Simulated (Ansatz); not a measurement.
InSe under changes of volume

One of the cells (29.237 Å³/atom); the others are scaled copies at fixed shape and fractional positions:

```xyz
4
Lattice="2.0000 1.1547 8.4400 -2.0000 1.1547 8.4400 0.0000 -2.3094 8.4400" Properties=species:S:1:pos:R:3 pbc="T T T"
In    0.0000    0.0000   22.4994
In    0.0000    0.0000    0.0000
Se    0.0000    0.0000    4.3525
Se    0.0000    0.0000    9.7102
```

```yaml
Program: Ansatz 0.2.0
Functional: SVWN5
Potentials_or_basis: Ansatz PAW
Cutoff: "420 eV (not typed: the program's choice for these potentials)"
k_mesh: 8 × 8 × 8
Occupations: fermi-dirac, width 0.05 eV
Spin: no spin polarisation
```

| volume (Å³/atom) | energy over the lowest point (meV/atom) | pressure (GPa) | gap on the mesh (eV) | largest force (eV/Å) |
| --- | --- | --- | --- | --- |
| 27.483 | 4.77 | 1.9 | 0.38 | 0.504 |
| 28.068 | ? | ? | ? | ? |
| 28.652 | 0.00 | -0.5 | 0.27 | 0.319 |
| 29.237 | 3.75 | -1.5 | 0.22 | 0.235 |
| 29.822 | 10.99 | -2.4 | 0.17 | 0.224 |
| 30.406 | 21.32 | -3.2 | 0.13 | 0.354 |
| 30.991 | 34.39 | -3.9 | 0.09 | 0.474 |

Problem. What does the run at 28.068 Å³/atom give?

Solution. Energy over the lowest point 0.18 meV/atom; pressure 0.6 GPa; gap on the mesh 0.32 eV; largest force 0.409 eV/Å.

Worked out: A Birch-Murnaghan fit of order 3 (a polynomial in V^(-2/3)) to the other rows has its minimum at 28.38 Å³/atom with B0 = V·E''(V) = 55 GPa and B' = 4.8 at fixed shape and positions, which overstates the stiffness. It gives 0.17 meV/atom at 28.068 Å³/atom, against the run's 0.18, and -dE/dV = 0.6 GPa, against 0.6.

Energies are extrapolated to zero smearing.

Caveats: spin-orbit coupling is left out, which moves the levels of the heavy elements; the PAW data sets come from PBE, with cores solved anew for the run's functional, which leaves a small shift of forces and pressure.

A mesh can miss the band edges.
